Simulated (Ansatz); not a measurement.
Na, DFT, PBEsol, PAW with Ansatz's default frozen-core files, scalar-relativistic (Ansatz 0.2.0), run on 1 thread of Intel(R) Xeon(R) Platinum 8488C (Sapphire Rapids) on a shared host.

The cell is the one relaxed in the Materials Project (mp-127), not relaxed further here; entries there can be hypothetical. The listed cell was then made from it by scaling, straining or moving an atom.

Command: `ansatz run input.yaml --threads 1 --pin off --max-ram 2048MiB --backend cpu --events-out ev --progress --plain --runs-dir out`

```yaml
crystal:
  lattice:
    - [-2.1250670667, 2.1040267987, 2.1040267987]
    - [2.1040267987, -2.1250670667, 2.1040267987]
    - [2.1040267987, 2.1040267987, -2.1250670667]
  atoms:
    - { symbol: Na, position: [0.0, 0.0, 0.0] }
kpoints:
  mp_grid: { grid: [12, 12, 12] }
scf:
  occupations: { method: fermi_dirac, width: 0.05 }
hamiltonian:
  xc: pbesol
  pseudopotentials: { kind: paw }
output:
  forces: true
  stress: true
  eigenvalues: true
  efg: { contact_densities: true }
  write_density: true
  write_potential: true
  elf: true
  volumetric_format: npy
```

Task: How large is the problem that the program sets up?

Result: 189 irreducible k-points, 683 plane waves at Γ, 9 bands.

Task: Estimate the wall time.

Result: 3.6 s of wall time for 6 SCF iterations. Times on shared machines scatter by tens of per cent.

Task: And the same cell and mesh by LAPW (all electrons), asked for forces, stress, eigenvalues, on the same hardware?

Result: 5.1 s.

Task: And the same cell and mesh by crystal-made all-electron datasets, asked for forces, stress, eigenvalues, efg, on the same hardware?

Result: 5.2 s.
